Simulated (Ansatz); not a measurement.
Before relaxation, (100) slab as cut from the bulk (C, P6/mmm (No. 191), (1 0 0) face):

```xyz
12
Lattice="2.4588 0.0000 0.0000 0.0000 8.5229 0.0000 0.0000 0.0000 26.3568" Properties=species:S:1:pos:R:3 pbc="T T T"
C     0.0000    0.0000    7.5000
C     1.2294    0.0000    8.2098
C     1.2294    0.0000    9.6294
C     0.0000    0.0000   10.3392
C     0.0000    0.0000   11.7588
C     1.2294    0.0000   12.4686
C     1.2294    0.0000   13.8882
C     0.0000    0.0000   14.5980
C     0.0000    0.0000   16.0176
C     1.2294    0.0000   16.7274
C     1.2294    0.0000   18.1470
C     0.0000    0.0000   18.8568
```

Method: Ansatz, DFT PBEsol, scalar-relativistic, plane waves, PAW. Cutoff 420 eV; k points 14×4×1 on the computed 12-atom cell (Γ-centred); Gaussian smearing, width 0.10 eV; no spin polarisation. The cell repeats along c with a dipole correction in the vacuum.

All atoms are free. The cell is fixed. Force threshold 0.02 eV/Å.

```csv
step,E − E_final (eV),largest force (eV/Å)
1,0.238,2.765
2,0.112,1.915
3,0.031,0.718
4,0.076,0.944
5,0.000,0.086
6,0.000,0.011
7,0.000,0.011
```

Q: What is the final structure?

A:
```xyz
12
Lattice="2.4588 0.0000 0.0000 0.0000 8.5229 0.0000 0.0000 0.0000 26.3568" Properties=species:S:1:pos:R:3 pbc="T T T"
C     0.0000    0.0000    7.5452
C     1.2294    0.0000    8.1626
C     1.2294    0.0000    9.6326
C     0.0000    0.0000   10.3287
C     0.0000    0.0000   11.7598
C     1.2294    0.0000   12.4647
C     1.2294    0.0000   13.8921
C     0.0000    0.0000   14.5969
C     0.0000    0.0000   16.0281
C     1.2294    0.0000   16.7242
C     1.2294    0.0000   18.1941
C     0.0000    0.0000   18.8116
```

The reference crystal is a form of C, which isn't its usual structure.

Cost: 1 run of about 5.4 core-minutes, on Intel Xeon Platinum 8259CL (Skylake/Cascade Lake) (shared hosts).